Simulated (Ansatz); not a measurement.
P (Pm-3m)

Computed with DFT PBE, scalar-relativistic, plane waves, PAW (Ansatz).

Plane waves to 420 eV, a k mesh through Γ of 22×22×22 on the computed 1-atom cell and Gaussian smearing (0.10 eV); no spin polarisation.

The structure is relaxed at this level of theory with its symmetry kept, and needn't be the ground state of this composition.

Space group Pm-3m (No. 221), cubic, a = 2.444 Å. Around P lie 6 P at 2.44 Å.

```json
{"Volume per atom": "14.61 Å³", "Energy over the standard state (uncorrected)": "+0.089 eV/atom", "Kohn–Sham band gap": "none (metal)", "Density of states at the Fermi level": "0.3 states/eV per cell", "Orbital (Löwdin) character within 0.5 eV of the Fermi level": "P 3p 79 %, P 3s 14 %, unprojected 7 %", "Bader charge by site (e)": "P (1 in the cell) 0.00"}
```

The cell was found from a structure generator's guess, not taken from experiment. Löwdin shares on free-atom orbitals overweight diffuse shells.
